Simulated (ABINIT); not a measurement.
# CdF2 (Fm-3m) in ABINIT: further runs, part 2 of 2

ABINIT 10.8.3 (patched build).

**3. Single point, PBE**

run.abi

```
# Pseudopotentials
pp_dirpath "./"
pseudos "Cd.GGA_PBE-JTH.xml, F.GGA_PBE-JTH.xml"

# Structure
acell 3*1.0 Angstrom
rprim
     0.0000000000     2.6940000000     2.6940000000
     2.6940000000     0.0000000000     2.6940000000
     2.6940000000     2.6940000000     0.0000000000
ntypat 2
znucl 48 9
natom 3
typat 1 2 2
xred
     0.0000000000     0.0000000000     0.0000000000
     0.7500000000     0.7500000000     0.7500000000
     0.2500000000     0.2500000000     0.2500000000

# Plane-wave basis
ecut 23.0
pawecutdg 45.0

# k points
kptopt 1
ngkpt 5 5 5
nshiftk 1
shiftk 0.0 0.0 0.0

# Exchange and correlation
ixc 11

# Bands and occupations
nband 17
occopt 3
tsmear 0.05 eV

# SCF cycle
nstep 100
tolvrs 1.0e-9

# Output
iomode 3
prtwf 0
prtden 0
prteig 0
prtebands 0
enunit 2
```

Potentials or basis: JTH PAW PBE v2.0.

Command:

```sh
$ abinit run.abi > log 2>&1
```

run.abo:

```text
.Version 10.8.3 of ABINIT
 Symmetries : space group Fm -3 m (#225); Bravais cF (face-center cubic)
================================================================================
 Values of the parameters that define the memory need of the present run
     intxc =       0    ionmov =       0      iscf =      17    lmnmax =      18
     lnmax =       6     mgfft =      32  mpssoang =       3    mqgrid =    3001
     natom =       3  nloc_mem =       2    nspden =       1   nspinor =       1
    nsppol =       1      nsym =      48    n1xccc =       1    ntypat =       2
    occopt =       3   xclevel =       2
       mpw =        1403          nfft =       32768          nkpt =          10
 PAW method is used; the additional fine FFT grid is defined by:
   mgfftf=        45    nfftf =     91125
================================================================================
================================================================================

--------------------------------------------------------------------------------
------------- Echo of variables that govern the present computation ------------
--------------------------------------------------------------------------------
 -outvars: echo values of preprocessed input variables --------
            acell      1.8897261259E+00  1.8897261259E+00  1.8897261259E+00 Bohr
              amu      1.12411000E+02  1.89984032E+01
             ecut      2.30000000E+01 Hartree
           enunit           2
              ixc          11
         kptrlatt        5    0    0      0    5    0      0    0    5
          kptrlen      3.59982560E+01
[... 239 lines left out ...]
iteration_state     : {dtset: 1, }
comment             : 'Components of total free energy, including PAW core contributions'
Total energy        : -5.79453649016575E+03
Total energy DC     : -5.79453649112921E+03
Total energy (eV)   : -1.57677370550331E+05
Total energy DC (eV): -1.57677370576548E+05
...

 Cartesian components of stress tensor (hartree/bohr^3)
  sigma(1 1)= -1.74196237E-04  sigma(3 2)=  0.00000000E+00
  sigma(2 2)= -1.74196237E-04  sigma(3 1)=  0.00000000E+00
  sigma(3 3)= -1.74196237E-04  sigma(2 1)=  0.00000000E+00

-Cartesian components of stress tensor (GPa)         [Pressure=  5.1250E+00 GPa]
- sigma(1 1)= -5.12503023E+00  sigma(3 2)=  0.00000000E+00
- sigma(2 2)= -5.12503023E+00  sigma(3 1)=  0.00000000E+00
- sigma(3 3)= -5.12503023E+00  sigma(2 1)=  0.00000000E+00

== END DATASET(S) ==============================================================
================================================================================

 -outvars: echo values of variables after computation  --------
            acell      1.8897261259E+00  1.8897261259E+00  1.8897261259E+00 Bohr
           etotal     -9.6404958287E+01
            fcart     -3.4434316038E-32 -3.4434316038E-32  3.4434316038E-32
                       6.8868632077E-32  6.8868632077E-32 -6.8868632077E-32
                      -3.4434316038E-32 -3.4434316038E-32  3.4434316038E-32
            rprim      0.0000000000E+00  2.6940000000E+00  2.6940000000E+00
                       2.6940000000E+00  0.0000000000E+00  2.6940000000E+00
                       2.6940000000E+00  2.6940000000E+00  0.0000000000E+00
           strten     -1.7419623693E-04 -1.7419623693E-04 -1.7419623693E-04
                       0.0000000000E+00  0.0000000000E+00  0.0000000000E+00
           xangst      0.0000000000E+00  0.0000000000E+00  0.0000000000E+00
                       4.0410000000E+00  4.0410000000E+00  4.0410000000E+00
                       1.3470000000E+00  1.3470000000E+00  1.3470000000E+00
             xred      0.0000000000E+00  0.0000000000E+00  0.0000000000E+00
                       7.5000000000E-01  7.5000000000E-01  7.5000000000E-01
                       2.5000000000E-01  2.5000000000E-01  2.5000000000E-01
 Calculation completed.
```

Wall time 12 s (1 thread of Arm Neoverse V1, shared host); peak memory 0.11 GiB.

Results:

```yaml
Free_energy: -2623.3126 eV
Pressure: 5.1 GPa
Band_gap_on_the_k_mesh: 3.15 eV, indirect (least direct gap 3.56 eV)
Valence_electrons_inside_the_program's_atomic_spheres: Cd 10.27; F 5.66
```

Levels at points of the mesh, in eV from the valence-band top:
| k point | band 11 | band 12 | band 13 | band 14 | band 15 | band 16 |
| --- | --- | --- | --- | --- | --- | --- |
| (0.00, 0.00, 0.00) | -0.41 | -0.41 | -0.41 | 3.15 | 12.76 | 12.76 |

Caveat: an odd mesh through Γ misses points on the zone boundary, where band edges often lie.

**4. Single point, PBEsol**

run.abi: that of step 3 with these lines changed.

```diff
@@ -30,3 +30,3 @@
 # Exchange and correlation
-ixc 11
+ixc -116133
 
@@ -35,3 +35,3 @@
 occopt 3
-tsmear 0.05 eV
+tsmear 0.00183747
 
@@ -47,2 +47,2 @@
 prtebands 0
-enunit 2
+enunit 1
```

Command:

```sh
$ abinit run.abi > log 2>&1
```

Run time: 18 s. Hardware: 1 thread of Arm Neoverse V1, shared host; peak memory 0.11 GiB.

Results (log left out):

* Free energy: -2619.3723 eV
* Pressure: -0.5 GPa
* Band gap on the k mesh: 2.99 eV, indirect (least direct gap 3.38 eV)
* Valence electrons inside the program's atomic spheres: Cd 10.28; F 5.64

Levels at points of the mesh, in eV from the valence-band top:
```tsv
k point	band 11	band 12	band 13	band 14	band 15	band 16
(0.00, 0.00, 0.00)	-0.40	-0.40	-0.40	2.99	12.56	12.56
```

Caveat: the PAW data sets were made with another functional, which shifts forces and pressure a little; an odd mesh through Γ misses points on the zone boundary, where band edges often lie.

**5. Summary**

```csv
level,potentials or basis,gap on the mesh (eV),pressure (GPa)
LDA,JTH PAW LDA v2.0,2.86,-6.0
PBE,JTH PAW PBE v2.0,3.15,5.1
PBEsol,JTH PAW PBE v2.0,2.99,-0.5
```

Alike in all rows: task single point; no spin polarisation; cell as given; k mesh 5 × 5 × 5; cutoff (eV) 626; smearing fermi-dirac 0.05 eV.

Caveats: an odd mesh through Γ misses points on the zone boundary, where band edges often lie; the PAW data sets were made with another functional, which shifts forces and pressure a little (some runs).

Total energies depend on the potentials used, so only differences within one code and one set of settings carry meaning.
